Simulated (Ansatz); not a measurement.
KCl (Sylvite):

```
CELL_PARAMETERS angstrom
0.00000 3.14647 3.14647
3.14647 0.00000 3.14647
3.14647 3.14647 0.00000
ATOMIC_POSITIONS crystal
K 0.00000 0.00000 0.00000
Cl 0.50000 0.50000 0.50000
```

Base run:

| Property | Result |
| --- | --- |
| Program | Ansatz 0.2.0 |
| Functional | HSE06 |
| Potentials or basis | all-electron PAW datasets made for the crystal |
| Cutoff | 250 eV |
| Density cutoff | 1000 eV |
| k mesh | 6 × 6 × 6 |
| Occupations | fermi-dirac, width 0.05 eV |
| Spin | no spin polarisation |

Its results: band gap on the k mesh 6.50 eV, direct.

Task: The run is repeated on the same cell with these changes: functional from HSE06 to PBE0. What comes out?

Result: Band gap on the k mesh 7.24 eV, direct.

A k mesh can miss the band edges.

Not every run made on this cell is shown here.
